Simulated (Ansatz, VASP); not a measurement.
This is a calculation of Ge for Ansatz 0.2.0.

input.yaml

```yaml
crystal:
  lattice:
    - [1.3686277522, -2.5474293491, 0.0]
    - [1.3686277522, 2.5474293491, 0.0]
    - [0.0, 0.0, 2.6431496057]
  atoms:
    - { symbol: Ge, position: [0.5, 0.5, 0.0] }
hamiltonian:
  xc: pbesol
  pseudopotentials: { kind: paw }
kpoints:
  mp_grid: { grid: [11, 11, 10] }
scf:
  occupations: { method: fermi_dirac, width: 0.05 }
output:
  forces: true
  stress: true
  eigenvalues: true
```

Potentials or basis: Ansatz PAW.

Command:

```sh
$ ansatz run input.yaml --threads 1 --pin off --max-ram 3584MiB --backend cpu --events-out ev --progress --plain --runs-dir out
```

Q: Set up the same calculation for VASP 6.6.1. Potentials there: VASP PAW PBE potentials, release 64 (Ge_d).

A: As run (the cutoff follows the program's own potentials):

File INCAR:

```
  PREC = Accurate
  ENCUT = 520
  EDIFF = 1E-7
  ISMEAR = -1
  SIGMA = 0.05
  LREAL = False
  LASPH = True
  NELM = 60
  ALGO = Normal
  ISIF = 2
  LWAVE = False
  LCHARG = False
  GGA = PS
  NBANDS = 13
```

File KPOINTS:

```
regular mesh
0
Gamma
  11 11 10
```

POSCAR

```
Ge
1.0
    1.3686277522     -2.5474293491      0.0000000000
    1.3686277522      2.5474293491      0.0000000000
    0.0000000000      0.0000000000      2.6431496057
Ge
1
Direct
    0.5000000000      0.5000000000      0.0000000000
```

Potentials or basis: VASP PAW PBE potentials, release 64 (Ge_d).

The run is started by

```sh
$ cat potpaw_PBE.64/Ge_d/POTCAR > POTCAR
$ mpirun -np 1 vasp_std > vasp.out
```

Both were run:

|  | VASP | Ansatz | Ansatz less VASP |
| --- | --- | --- | --- |
| gap on the k mesh at the Fermi level (eV) | none | none | - |
| pressure (GPa) | -0.1 | 0.1 | +0.15 |
| largest component of the traceless stress (GPa) | 1.87 | 1.90 | +0.034 |

A gap of «none» marks a metal or a gap that the smearing closes. The functional is the same, so the differences come from potentials, cutoffs and numerics.

Caveats: the PAW data sets were made with another functional, which shifts forces and pressure a little (VASP); the PAW data sets come from PBE, with cores solved anew for the run's functional, which leaves a small shift of forces and pressure (Ansatz).
